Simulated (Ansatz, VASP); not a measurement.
**One calculation of SiO2 (Cristobalite), two programs**

```
Si O
1.0
     5.07971    0.00000    0.00000
     0.00000    5.07971    0.00000
     0.00000    0.00000    7.09956
Si O
4 8
Direct
  0.79897 0.20103 0.75000
  0.70103 0.70103 0.50000
  0.20103 0.79897 0.25000
  0.29897 0.29897 0.00000
  0.10347 0.23989 0.82187
  0.26011 0.60347 0.07187
  0.89653 0.76011 0.32187
  0.73989 0.39653 0.57187
  0.60347 0.26011 0.92813
  0.76011 0.89653 0.67813
  0.39653 0.73989 0.42813
  0.23989 0.10347 0.17813
```

Change from the starting cell: volume scaled by 1.06.

Alike in both runs: task single point; functional PBE; k mesh 6 × 6 × 4; occupations fermi-dirac, width 0.05 eV; no spin polarisation.

|  | VASP | Ansatz |
| --- | --- | --- |
| version | VASP 6.6.1 | Ansatz 0.2.0 |
| potentials or method | VASP PAW PBE potentials, release 64 (Si, O) | Ansatz PAW |
| plane-wave cutoff (eV) | 520 | 420 |
| valence electrons in the cell | 64 | 64 |

|  | VASP | Ansatz | Ansatz less VASP |
| --- | --- | --- | --- |
| gap on the k mesh at the Fermi level (eV) | 5.40 | 5.40 | +0.001 |
| least direct gap on the mesh (eV) | 5.40 | 5.40 | +0.001 |
| pressure (GPa) | -3.2 | -3.3 | -0.07 |
| largest component of the traceless stress (GPa) | 0.29 | 0.31 | +0.014 |
| rms of the force components (eV/Å) | 0.128 | 0.123 | -0.0043 |

Atom by atom the forces differ by 0.009 eV/Å (rms over components).

Caveats: the pressure holds a Pulay correction of +0.5 GPa for the finite cutoff (Ansatz). A k mesh can miss the band edges.
